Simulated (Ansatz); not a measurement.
CdSe (Cadmoselite):

```
CELL_PARAMETERS angstrom
4.30000 0.00000 0.00000
-2.15000 3.72391 0.00000
0.00000 0.00000 7.02000
ATOMIC_POSITIONS crystal
Cd 0.66667 0.33333 0.50000
Cd 0.33333 0.66667 0.00000
Se 0.66667 0.33333 0.88500
Se 0.33333 0.66667 0.38500
```

Base run:

* Program: Ansatz 0.2.0
* Functional: PBEsol
* Potentials or basis: Ansatz PAW
* Cutoff: 420 eV (not typed: the program's choice for these potentials)
* k mesh: 5 × 5 × 3
* Occupations: fermi-dirac, width 0.05 eV
* Spin: spin-orbit coupling, no magnetisation

Its results: band gap on the k mesh 0.46 eV, direct; pressure 0.1 GPa; largest force 0.268 eV/Å.

Problem. The run is repeated on the same cell with these changes: functional from PBEsol to LDA. What comes out?

Solution. Band gap on the k mesh 0.31 eV, direct; pressure -1.8 GPa; largest force 0.256 eV/Å.

LDA binds more tightly than PBEsol, so the same cell stands under less pressure.

Caveats: the PAW data sets come from PBE, with cores solved anew for the run's functional, which leaves a small shift of forces and pressure.
